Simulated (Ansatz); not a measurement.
## ZnS (F-43m)

Level of theory: Ansatz, DFT r2SCAN, scalar-relativistic, plane waves, PAW.

Plane waves to 500 eV, a k mesh through Γ of 8×8×8 on the computed 2-atom cell and Gaussian smearing (0.02 eV); no spin polarisation.

The structure is relaxed at this level of theory with its symmetry kept.

It takes space group F-43m (No. 216, cubic). The conventional cell has a = 5.389 Å, b = 5.389 Å, c = 5.389 Å, α = 90.00°, β = 90.00°, γ = 90.00°. Zn (site symmetry -43m) has 4 S at 2.33 Å as nearest neighbours. S (site symmetry -43m) is surrounded by 4 Zn at 2.33 Å.

| Item | Value |
| --- | --- |
| Volume per atom | 19.56 Å³ |
| Formation energy from the elements' standard states (uncorrected) | -0.982 eV/atom |
| Generalised Kohn–Sham band gap | 2.70 eV, direct at Γ |
| Löwdin character of the top 1 eV of the valence band | S 3p 87 %, Zn 3d 9 % |
| Löwdin character of the lowest 1 eV of the conduction band | Zn 4s 57 %, S 3s 26 %, S 3p 12 %, unprojected 5 % |
| Electron masses at the edge by Cartesian direction of the standard setting (m_e; degenerate bands sorted by energy; no spin-orbit coupling) | x: 0.19; y: 0.19; z: 0.19 |
| Hole masses at the edge by Cartesian direction of the standard setting (m_e; degenerate bands sorted by energy; no spin-orbit coupling) | x: 0.68, 0.68, 0.21; y: 0.68, 0.68, 0.21; z: 0.68, 0.68, 0.21 |
| Bulk modulus | 79 GPa |
| Its pressure derivative | 4.3 |
| Bader charges (e) | Zn (1 in the cell) 0.96, S (1 in the cell) -0.96 |

Cost: 8 runs of about 2 core-minutes in all, on AMD EPYC 7R43 (Zen 3) (shared hosts).